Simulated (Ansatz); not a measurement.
# Localised basis functions on CdSe/MgSe superlattice along [111] (30 atoms)

Wanted: errors and times of a linear-scaling basis for CdSe/MgSe superlattice along [111] (30 atoms). A setting counts as converged where the r.m.s. difference of forces stays under 1 % of the r.m.s. force.

Calculated with Ansatz 0.2.0; Kohn-Sham DFT, PBE, PAW (set soft_2, large core), plane waves.

## 1. The structure

The cell holds 30 atoms: 9 Cd, 15 Se and 6 Mg. Its edges and angles: a = 4.231 Å, b = 4.231 Å, c = 52.102 Å, α = 90.0°, β = 90.0°, γ = 120.0°. It derives from CdSe and MgSe. Zinc-blende lattice with in-plane constant 5.9835 Å; 3 periods of CdSe and 2 of MgSe along [111], 1 x 1 in-plane cells; the two parts stretched along z by 1.0267 and 0.9736; no plane holds both Cd and Mg; every coordinate displaced by a Gaussian of 0.07 Å. Regions: CdSe, 18 atoms (9 Cd and 9 Se); MgSe, 12 atoms (6 Mg and 6 Se).

What the set-up can't give: The cell is under 6 Å thick along two periodic directions, so every atom has periodic images of itself close by, which move with it and show among its neighbours and in g(r). The host structure and its lattice constant were typed by rule, without a check against the phase diagram.

## 2. Plane-wave single point

The first run uses the default basis; a harder plane-wave run follows as the reference for the support functions.

Contents of input.yaml:

```yaml
crystal:
  lattice:
    - [4.23097, 0.0, 0.0]
    - [-2.11549, 3.66413, 0.0]
    - [0.0, 0.0, 52.10156]
  atoms:
    - { symbol: Cd, position: [0.98702, 0.00362, 0.00253] }
    - { symbol: Se, position: [0.99749, 0.97737, 0.05109] }
    - { symbol: Cd, position: [0.33397, 0.67804, 0.0674] }
    - { symbol: Se, position: [0.30909, 0.67219, 0.11683] }
    - { symbol: Cd, position: [0.66969, 0.3825, 0.13458] }
    - { symbol: Se, position: [0.68697, 0.34744, 0.18707] }
    - { symbol: Cd, position: [0.00358, 0.99313, 0.20462] }
    - { symbol: Se, position: [0.97024, 0.97734, 0.25475] }
    - { symbol: Cd, position: [0.3438, 0.64949, 0.27264] }
    - { symbol: Se, position: [0.30822, 0.66162, 0.32189] }
    - { symbol: Cd, position: [0.65945, 0.30801, 0.3409] }
    - { symbol: Se, position: [0.6546, 0.30271, 0.3899] }
    - { symbol: Cd, position: [1.0e-05, 0.01014, 0.409] }
    - { symbol: Se, position: [0.97752, 0.9804, 0.45975] }
    - { symbol: Cd, position: [0.31929, 0.65072, 0.47563] }
    - { symbol: Se, position: [0.36886, 0.70196, 0.52469] }
    - { symbol: Cd, position: [0.65504, 0.33325, 0.5428] }
    - { symbol: Se, position: [0.67289, 0.341, 0.59854] }
    - { symbol: Mg, position: [0.00628, 0.00319, 0.61328] }
    - { symbol: Se, position: [0.03314, 0.9949, 0.66351] }
    - { symbol: Mg, position: [0.31917, 0.66933, 0.67665] }
    - { symbol: Se, position: [0.35276, 0.67858, 0.72571] }
    - { symbol: Mg, position: [0.65048, 0.29657, 0.74282] }
    - { symbol: Se, position: [0.66666, 0.31904, 0.78829] }
    - { symbol: Mg, position: [0.02247, 0.02975, 0.80601] }
    - { symbol: Se, position: [0.95598, 0.94586, 0.8546] }
    - { symbol: Mg, position: [0.32109, 0.66615, 0.87144] }
    - { symbol: Se, position: [0.31382, 0.68556, 0.92019] }
    - { symbol: Mg, position: [0.67654, 0.3367, 0.93399] }
    - { symbol: Se, position: [0.64965, 0.34135, 0.98446] }
kpoints:
  mp_grid: { grid: [4, 4, 1] }
hamiltonian:
  xc: pbe
  pseudopotentials: { kind: paw, core: large }
scf:
  occupations: { method: fermi_dirac, width: 0.05 }
output:
  forces: true
  stress: true
  populations: intrinsic
  dos:
    method: { smearing: { sigma: 0.15 } }
    de: 0.1
    projected:
      site_lists:
        Cd: [Cd]
        Mg: [Mg]
        Se: [Se]
        CdSe: [0, 1, 2, 3, 4, 5, 6, 7, 8, 9, 10, 11, 12, 13, 14, 15, 16, 17]
        MgSe: [18, 19, 20, 21, 22, 23, 24, 25, 26, 27, 28, 29]
  eigenvalues: true
  write_density: true
  write_potential: true
  volumetric_format: npy
```

On the command line:

```bash
$ ansatz run input.yaml --threads 4 --pin off --max-ram 8192MiB --backend cpu --events-out ev --progress --plain --runs-dir out
```

Numbers of over 12 decimals in the logs are rounded to 6 here.

Log:

```text
Engine: ansatz 0.2.0, aarch64-unknown-linux-gnu
Pseudopotentials: kind: paw
Pseudopotential: Cd, paw, valence charge 20, recommended cutoff 420 eV (normal), Cd.paw.azcp
Pseudopotential: Se, paw, valence charge 6, recommended cutoff 420 eV (normal), Se.paw.azcp#standard-large-core
Pseudopotential: Mg, paw, valence charge 10, recommended cutoff 420 eV (normal), Mg.paw.azcp
[... 5 lines on functional and potentials left out ...]
Crystal: 30 atoms, lattice volume = 807.721 Å³
Basis set: ecut = 420 eV, 15697 PW (Γ), exchange–correlation on 60×60×720 points (8 copies of the dense FFT grid, shifted against one another)
Bands: 198, of which v1, the nominal top of the filled ones, is band 165 counted from 1 (164 counted from 0)
Symmetry: 1 space group operations
Space group: P1 (ITA 1), of the structure as read, at distance tolerance 9.3e-5 Å
k-points: 10 of 16 (time reversal used)
[... 7 lines on functional and potentials left out ...]
Initial density: superposition of atomic densities (chi_scale 0.1, normalization cell, long waves 63 % of neutral atoms (reshape's long-wave potential 1.63 eV rms, cloud 2.64 Å wide))
Initial wavefunctions: pseudopotential atomic-orbital guess
Functional: x = pbe(κ = 0.804, μ = 0.219515), c = pbe(β = 0.066725)
SCF iter   1: F=—  HF=-124531.943708 eV  |F-HF|=—  |Δ(HF+E_count)|=         —  Δρ=2.95e-2  dr2=8.72e0  ethr=3.10e-3  ⟨swp⟩=9.0  Hψ=8710  notcnv=0  defer=117
preconditioner: auto → LDOS  [metal: Δε(μ)=0.033 eV  Ē_g=10.505 eV  σ=0.050 eV  W_gap=0.16  n_scr=200 (ndim 8)  ℏωp=18.9 eV  f_vac=0.019  D(μ)=1.50/eV (n_scr^D=8)  β→1.0]
SCF iter   2: F=—  HF=-124532.034923 eV  |F-HF|=—  |Δ(HF+E_count)|=   9.12e-2  Δρ=2.45e-2  dr2=5.89e0  ethr=2.64e-3  ⟨swp⟩=3.2  Hψ=4094  notcnv=0  defer=248
SCF iter   3: F=—  HF=-124530.632078 eV  |F-HF|=—  |Δ(HF+E_count)|=    1.40e0  Δρ=7.67e-3  dr2=1.62e0  ethr=1.79e-3  ⟨swp⟩=3.0  Hψ=3970  notcnv=0  defer=259
SCF iter   4: F=—  HF=-124530.302098 eV  |F-HF|=—  |Δ(HF+E_count)|=   3.30e-1  Δρ=2.66e-3  dr2=1.62e-1  ethr=4.90e-4  ⟨swp⟩=3.0  Hψ=3013  notcnv=0  defer=263
SCF iter   5: F=—  HF=-124530.274839 eV  |F-HF|=—  |Δ(HF+E_count)|=   2.73e-2  Δρ=8.49e-4  dr2=5.31e-2  ethr=4.92e-5  ⟨swp⟩=3.5  Hψ=4631  notcnv=0  defer=253
SCF iter   6: F=—  HF=-124530.267321 eV  |F-HF|=—  |Δ(HF+E_count)|=   7.52e-3  Δρ=3.90e-4  dr2=9.41e-3  ethr=1.61e-5  ⟨swp⟩=2.9  Hψ=3517  notcnv=0  defer=257
SCF iter   7: F=—  HF=-124530.266357 eV  |F-HF|=—  |Δ(HF+E_count)|=   9.63e-4  Δρ=2.20e-4  dr2=7.92e-4  ethr=2.85e-6  ⟨swp⟩=2.4  Hψ=2550  notcnv=0  defer=259
SCF iter   8: F=—  HF=-124530.266430 eV  |F-HF|=—  |Δ(HF+E_count)|=   7.26e-5  Δρ=1.09e-4  dr2=9.31e-5  ethr=2.40e-7  ⟨swp⟩=2.8  Hψ=2772  notcnv=0  defer=259
SCF iter   9: F=—  HF=-124530.265520 eV  |F-HF|=—  |Δ(HF+E_count)|=   9.10e-4  Δρ=4.20e-5  dr2=6.06e-5  ethr=2.82e-8  ⟨swp⟩=2.8  Hψ=3181  notcnv=0  defer=259
SCF iter  10: F=—  HF=-124530.265516 eV  |F-HF|=—  |Δ(HF+E_count)|=   3.83e-6  Δρ=2.43e-5  dr2=8.77e-6  ethr=1.84e-8  ⟨swp⟩=2.5  Hψ=2673  notcnv=0  defer=259
SCF iter  11: F=—  HF=-124530.265517 eV  |F-HF|=—  |Δ(HF+E_count)|=   4.79e-7  Δρ=9.81e-6  dr2=9.23e-7  ethr=2.66e-9  ⟨swp⟩=2.9  Hψ=2657  notcnv=0  defer=257
SCF iter  12: F=—  HF=-124530.265517 eV  |F-HF|=—  |Δ(HF+E_count)|=   2.57e-7  Δρ=3.52e-6  dr2=2.11e-7  ethr=2.80e-10  ⟨swp⟩=2.9  Hψ=2843  notcnv=0  defer=257
SCF iter  13: F=-124530.265517 eV  HF=-124530.265517 eV  |F-HF|=1.39e-8  |Δ(HF+E_count)|=   4.21e-8  Δρ=1.72e-6  dr2=2.75e-8  ethr=3.03e-11  ⟨swp⟩=23.5  Hψ=19026  notcnv=0
SCF 1 converged in 13 iterations: F = -124530.265517 eV  dr2 = 2.75e-8
  greatest PAW one-centre occupation: 1.000 electrons in one spin orbital (limit 2), on the Cd atom at site 14 (counted from 0), in its partial waves of l = 0
SCF converged after 13 iterations
Free energy (F): -124530.265517 eV
Harris-Foulkes:  -124530.265517 eV  (|F-HF|=1.39e-8)
Internal energy: -124530.265264 eV  (E = F + TS)
E sigma→0 (E₀):  -124530.265390 eV
Entropy (-TS):   -0.000253 eV (-0.008 meV/atom)
Fermi energy:    6.143487 eV
--- Per-component energies (eV) ---
  E_band       = -7014.052058
  E_kinetic    = 6539.433180
  E_local      = -102429.385564  (includes V_loc(G=0)·N_el)
  E_nonlocal   = 1670.223374
  E_hartree    = 47911.728974
  E_xc         = -4641.073668
  E_vxc        = -3468.102634  (∫ρ·V_xc dr)
  E_paw        = -71564.991010  (= ΣΔE_a)
  E_vpaw       = -5149.688107  (= ΣTr[D̂ρ^β])
  E_aug_tail   = 0.000117  (compensation charges beyond the density's cutoff)
  E_ewald      = -2016.200666
  E_smearing   = -0.000253  (= −TS)
  E_closure    = 0.000000  (closes the sum)
  Σ components = -124530.265517   (vs F -124530.265517, Δ=0.00e0)
--- Forces (eV/Å), atoms counted from 1 ---
  atom   1  Cd    -0.16043450     0.10436991    -0.56657664
  atom   2  Se    -0.57414802     0.71289103     0.19381311
  atom   3  Cd     0.53877452    -0.68251248     0.07792534
  atom   4  Se     0.26785404     0.67225324     0.24943971
  atom   5  Cd    -0.19177296    -0.69430331     0.65443588
  atom   6  Se    -0.21793719    -0.49349504    -0.64640543
  atom   7  Cd     0.12621497     0.46653273     0.03334360
  atom   8  Se     0.95608288     0.37467658    -0.11605447
  atom   9  Cd    -0.90187655    -0.32602281    -0.12390398
  atom  10  Se     0.46053293    -0.34651276     0.35969041
  atom  11  Cd    -0.44652859     0.30131262    -0.46281262
  atom  12  Se    -0.29303250     0.62041042     0.50725070
  atom  13  Cd     0.25482856    -0.57590881     0.04363728
  atom  14  Se     0.25621323     0.15068505    -0.53980688
[...]
atom  29  Mg    -0.79621341     0.16935087     0.66949015
  atom  30  Se     0.19517369    -0.11998517    -0.50277902
  max |Σ_I F_I| component: 7.74e-6 eV/Å
--- Stress (GPa, compression-positive) ---
        4.388190       0.010214      -0.064658
        0.010214       3.775120      -0.141896
       -0.064658      -0.141896       3.591417
  P = ⅓ Tr σ = 3.9182 GPa (39.182 kbar)
--- Band table (eV; the first three rows and the last of 10) ---
  k-point 0: bands = ["-96.3986", "-96.2952", "-96.2674", "-96.1422", [... 182 levels ...], "11.5613", "11.6057", "11.6291", "11.6596", "11.6844", "11.7405", "11.7766", "11.8077", "11.8234", "11.8670", "11.9041", "11.9504"]
[...]
--- intrinsic populations: 30 sites ---
  site symbol       q [e]
     0     Cd     18.7622
     1     Se      7.2354
     2     Cd     18.7543
[...]
29     Se      7.2909
  spilling = 0.000000 (of n_electrons = 330.000000)
```

Elapsed: 2.1 min, on 4 threads of Arm Neoverse V1, shared host; peak memory 3.5 GiB; 7.8 min of CPU time.

Reading the cycles: dr2 is the Hartree energy of the density residual (eV), the measure of convergence; HF is the Harris–Foulkes estimate of the energy, which meets the free energy F at convergence.

The program notes that potentials were chosen by core size.

Numbers from this run:

| Item | Value |
| --- | --- |
| free energy | -124530.2655 eV |
| free energy per atom | -4151.0089 eV/atom |
| SCF cycles | 13 |
| pressure | 3.918 GPa |
| r.m.s. force component | 0.5696 eV/Å |
| longest force | 1.814 eV/Å |
| Fermi energy | 6.143 eV |
| gap (highest filled to lowest empty level) | 0.5984 eV |

The r.m.s. force component of 0.57 eV/Å sets the scale for the differences below.

## 3. Plane waves at 750 eV (750 eV)

The grid of the support functions holds more waves than the default cutoff, so they are judged against a harder plane-wave run.

input.yaml, the sections that differ from step 2:

```yaml
output:
  forces: true
  eigenvalues: true
basis:
  ecutwfc: "750 eV"
# crystal, kpoints, hamiltonian, scf: as in step 2
```

Log:

```text
[...]
Crystal: 30 atoms, lattice volume = 807.721 Å³
Basis set: ecut = 750 eV, 37709 PW (Γ), exchange–correlation on 80×80×960 points (8 copies of the dense FFT grid, shifted against one another)
Bands: 198, of which v1, the nominal top of the filled ones, is band 165 counted from 1 (164 counted from 0)
Symmetry: 1 space group operations
[...]
k-points: 10 of 16 (time reversal used)
[...]
SCF iter   1: F=—  HF=-124531.966602 eV  |F-HF|=—  |Δ(HF+E_count)|=         —  Δρ=2.95e-2  dr2=8.70e0  ethr=3.10e-3  ⟨swp⟩=9.3  Hψ=8936  notcnv=0  defer=110
[...]
SCF iter   4: F=—  HF=-124530.334592 eV  |F-HF|=—  |Δ(HF+E_count)|=   3.33e-1  Δρ=2.68e-3  dr2=1.57e-1  ethr=4.96e-4  ⟨swp⟩=3.2  Hψ=2990  notcnv=0  defer=195
automatic band count: iteration 4 solves 191 bands in place of 198: the levels show a gap, and the empty bands left out lie too high to hold charge; the band table lists the bands solved (type scf.n_extra_bands for more)
SCF iter   5: F=—  HF=-124530.308307 eV  |F-HF|=—  |Δ(HF+E_count)|=   2.63e-2  Δρ=8.46e-4  dr2=5.20e-2  ethr=4.77e-5  ⟨swp⟩=4.2  Hψ=4802  notcnv=0  defer=184
SCF iter   6: F=—  HF=-124530.301109 eV  |F-HF|=—  |Δ(HF+E_count)|=   7.20e-3  Δρ=3.95e-4  dr2=9.93e-3  ethr=1.58e-5  ⟨swp⟩=3.3  Hψ=3270  notcnv=0  defer=184
[...]
SCF iter  12: F=—  HF=-124530.300596 eV  |F-HF|=—  |Δ(HF+E_count)|=   2.61e-7  Δρ=3.50e-6  dr2=2.00e-7  ethr=2.93e-10  ⟨swp⟩=2.6  Hψ=2827  notcnv=0  defer=185
SCF iter  13: F=-124530.300596 eV  HF=-124530.300596 eV  |F-HF|=1.56e-8  |Δ(HF+E_count)|=   3.86e-8  Δρ=1.70e-6  dr2=2.67e-8  ethr=3.03e-11  ⟨swp⟩=18.1  Hψ=11019  notcnv=0
SCF 1 converged in 13 iterations: F = -124530.300596 eV  dr2 = 2.67e-8
[...]
SCF converged after 13 iterations
Free energy (F): -124530.300596 eV
[...]
Internal energy: -124530.300343 eV  (E = F + TS)
E sigma→0 (E₀):  -124530.300469 eV
Entropy (-TS):   -0.000253 eV (-0.008 meV/atom)
Fermi energy:    6.143235 eV
[...]
Σ components = -124530.300596   (vs F -124530.300596, Δ=0.00e0)
--- Forces (eV/Å), atoms counted from 1 ---
  atom   1  Cd    -0.16040583     0.10434351    -0.56665172
  atom   2  Se    -0.57424421     0.71290868     0.19377449
  atom   3  Cd     0.53884193    -0.68251678     0.07797526
  atom   4  Se     0.26788137     0.67217163     0.24934920
[...]
atom  30  Se     0.19515967    -0.11997186    -0.50236210
  max |Σ_I F_I| component: 9.79e-6 eV/Å
--- Band table (eV; the first three rows and the last of 10) ---
[...]
```

It took 3.4 min on 4 threads; peak memory 7.1 GiB; 13 min of CPU time.

Forces differ from the reference by 0.094 meV/Å r.m.s., 0.016 % of their size, well within a tolerance of 1 %; the energy by -1.2 meV/atom. It took 3.4 min and 13 cycles; the reference's time can't be set against it, since the two runs asked for unlike analyses.

## 4. Support functions medium

With localised support functions most steps grow linearly with size, though the diagonalisation grows faster unless the density matrix is cut; this run measures error and cost at this size. The level medium gives here a grid of 24×24×240 points and a radius of 4.48 Å. Besides, the program derives a nominal cutoff of 420 eV for this run, against the reference's 750.

This step: Kohn-Sham DFT, PBE, PAW (set soft_2, large core), localised support functions (medium) (Ansatz 0.2.0).

input.yaml, the sections that differ from step 3:

```yaml
scf:
  occupations: { method: fermi_dirac, width: 0.05 }
  eigensolver: { kind: { support_functions: { accuracy: medium } } }
  mixing: { beta: 0.2 }
  max_iter: 150
output:
  forces: true
# crystal, kpoints, hamiltonian: as in step 3
# basis: removed
```

Log:

```text
Warning: scf.eigensolver.kind.support_functions: disabling space-group detection — the functions' gradient is summed over unrotated k-points, so no spatial operation reduces the k-mesh or symmetrises the density; time reversal is kept, so that k and −k are solved as one point where they differ and the mesh holds both, and exact exchange and, on two spinor components, a DFT+U term hold to it where the run has them: [...]
settings of this run that can trade accuracy for cost: scf.eigensolver.kind.support_functions [...]
[...]
Crystal: 30 atoms, lattice volume = 807.721 Å³
Basis set: ecut = 420 eV, 15697 PW (Γ), exchange–correlation on 60×60×720 points (8 copies of the dense FFT grid, shifted against one another)
Bands: 198, of which v1, the nominal top of the filled ones, is band 165 counted from 1 (164 counted from 0)
Symmetry: 1 space group operations
k-points: 10 of 16 (time reversal used)
[...]
Eigensolver: Support functions (medium, 24×24×240 points, laid for a spacing of at most 0.228497 Å, radius 4.481195 Å, 2 species' potentials softened for the grid, 2 wholly corrected for its errors in the mean over positions, 3 with the egg-box correction, energy correction by stochastic trace)
[...]
SCF iter   1: F=—  HF=-124520.855395 eV  |F-HF|=—  |Δ(HF+E_count)|=         —  Δρ=3.67e-2  dr2=1.11e1  ethr=1.00e-1
[...]
SCF iter  16: F=—  HF=-124530.290353 eV  |F-HF|=—  |Δ(HF+E_count)|=   4.83e-8  Δρ=8.63e-6  dr2=6.67e-7  ethr=3.54e-10  κ⁻¹=1.7e-5(r=7)
SCF iter  17: F=-124530.290353 eV  HF=-124530.290353 eV  |F-HF|=1.36e-8  |Δ(HF+E_count)|=   2.08e-8  Δρ=3.02e-6  dr2=9.59e-8  ethr=2.02e-10
SCF 1 converged in 17 iterations: F = -124530.303041 eV  dr2 = 9.59e-8
[...]
SCF converged after 17 iterations
Stability not checked: this state was not tested for a lower state beside it, because the mixer in use, unlike msr1, does not test its closes by its own steps (another_mixer; see scf.mixing.algorithm and scf.lower_state_search)
Free energy (F): -124530.303041 eV
[...]
Internal energy: -124530.302790 eV  (E = F + TS)
E sigma→0 (E₀):  -124530.302915 eV
Entropy (-TS):   -0.000251 eV (-0.008 meV/atom)
Fermi energy:    6.143473 eV
[...]
Σ components = -124530.303041   (vs F -124530.303041, Δ=0.00e0)
--- Forces (eV/Å), atoms counted from 1 ---
  atom   1  Cd    -0.16039248     0.10435800    -0.56606239
  atom   2  Se    -0.57418043     0.71304536     0.19404784
  atom   3  Cd     0.53867288    -0.68285516     0.07755049
  atom   4  Se     0.26821554     0.67178131     0.24912142
[...]
atom  30  Se     0.19557579    -0.12008003    -0.50317560
  max |Σ_I F_I| component: 2.97e-3 eV/Å
--- Band table (eV; the first three rows and the last of 10) ---
[...]
guard bands above this table: 28 of the run's 198 bands (output.publish_guard_bands: true publishes all)
[...]
```

Elapsed: 2.2 min, on 4 threads; peak memory 2.5 GiB; 8.3 min of CPU time.

The program notes that the band table was not solved further than the SCF left it and it switched symmetry off.

Keys that differ from the reference: basis.ecutwfc removed, support_functions.accuracy = "medium", scf.max_iter = 150 and scf.mixing.beta = 0.2.

Forces differ from the reference by 0.33 meV/Å r.m.s., 0.058 % of their size, well within a tolerance of 1 %; the energy by -0.082 meV/atom. It took 0.67 times the reference's time (shared host, so rough).

## 5. Support functions low

The level low is asked for. Here it resolves to the same grid and radius as in the run with support functions medium, so the basis is not new. Besides, the program derives a nominal cutoff of 420 eV for this run, against the reference's 750.

This step: Kohn-Sham DFT, PBE, PAW (set soft_2, large core), localised support functions (low) (Ansatz 0.2.0).

input.yaml, the sections that differ from step 4:

```yaml
scf:
  occupations: { method: fermi_dirac, width: 0.05 }
  eigensolver: { kind: { support_functions: { accuracy: low } } }
  mixing: { beta: 0.2 }
  max_iter: 150
# crystal, kpoints, hamiltonian, output: as in step 4
```

Log:

```text
[...]
Crystal: 30 atoms, lattice volume = 807.721 Å³
Basis set: ecut = 420 eV, 15697 PW (Γ), exchange–correlation on 60×60×720 points (8 copies of the dense FFT grid, shifted against one another)
Bands: 198, of which v1, the nominal top of the filled ones, is band 165 counted from 1 (164 counted from 0)
Symmetry: 1 space group operations
k-points: 10 of 16 (time reversal used)
[...]
Eigensolver: Support functions (low, 24×24×240 points, laid for a spacing of at most 0.228497 Å, radius 4.481195 Å, 2 species' potentials softened for the grid, 2 wholly corrected for its errors in the mean over positions, 3 with the egg-box correction, energy correction by stochastic trace)
[...]
SCF iter   1: F=—  HF=-124520.855395 eV  |F-HF|=—  |Δ(HF+E_count)|=         —  Δρ=3.67e-2  dr2=1.11e1  ethr=1.00e-1
[...]
SCF iter  13: F=—  HF=-124530.289009 eV  |F-HF|=—  |Δ(HF+E_count)|=   8.78e-4  Δρ=3.58e-5  dr2=9.05e-6  ethr=1.09e-8  κ⁻¹=3.1e-6(r=7)
SCF iter  14: F=-124530.289731 eV  HF=-124530.289729 eV  |F-HF|=1.91e-6  |Δ(HF+E_count)|=   7.20e-4  Δρ=2.29e-5  dr2=5.16e-6  ethr=2.74e-9
SCF 1 converged in 14 iterations: F = -124530.303028 eV  dr2 = 5.16e-6
[...]
SCF converged after 14 iterations
[...]
Free energy (F): -124530.303028 eV
[...]
Internal energy: -124530.302778 eV  (E = F + TS)
E sigma→0 (E₀):  -124530.302903 eV
Entropy (-TS):   -0.000250 eV (-0.008 meV/atom)
Fermi energy:    6.142987 eV
[...]
Σ components = -124530.303028   (vs F -124530.303028, Δ=0.00e0)
--- Forces (eV/Å), atoms counted from 1 ---
  atom   1  Cd    -0.16044506     0.10439524    -0.56611434
  atom   2  Se    -0.57428701     0.71311142     0.19402761
  atom   3  Cd     0.53886623    -0.68299455     0.07780900
  atom   4  Se     0.26827665     0.67171091     0.24904801
[...]
atom  30  Se     0.19550389    -0.11999478    -0.50290858
  max |Σ_I F_I| component: 3.37e-3 eV/Å
--- Band table (eV; the first three rows and the last of 10) ---
[...]
```

Wall time 2.1 min (4 threads); peak memory 2.5 GiB; 7.8 min of CPU time.

Keys that differ from the reference: basis.ecutwfc removed, support_functions.accuracy = "low", scf.max_iter = 150 and scf.mixing.beta = 0.2.

Forces differ from the reference by 0.37 meV/Å r.m.s., 0.066 % of their size, well within a tolerance of 1 %; the energy by -0.081 meV/atom. It took 0.62 times the reference's time (shared host, so rough).

(Continued in part 2 of 3.)

[Logs are printed without paths, hosts, clocks, repeated set-up lines and the standing remarks that a program may print on its own settings, such as how far it seeks lower states.]

[Hosts, paths, dates, database ids (printed as entryN), source tags and the programs' standing remarks are cut or masked in the printed files.]
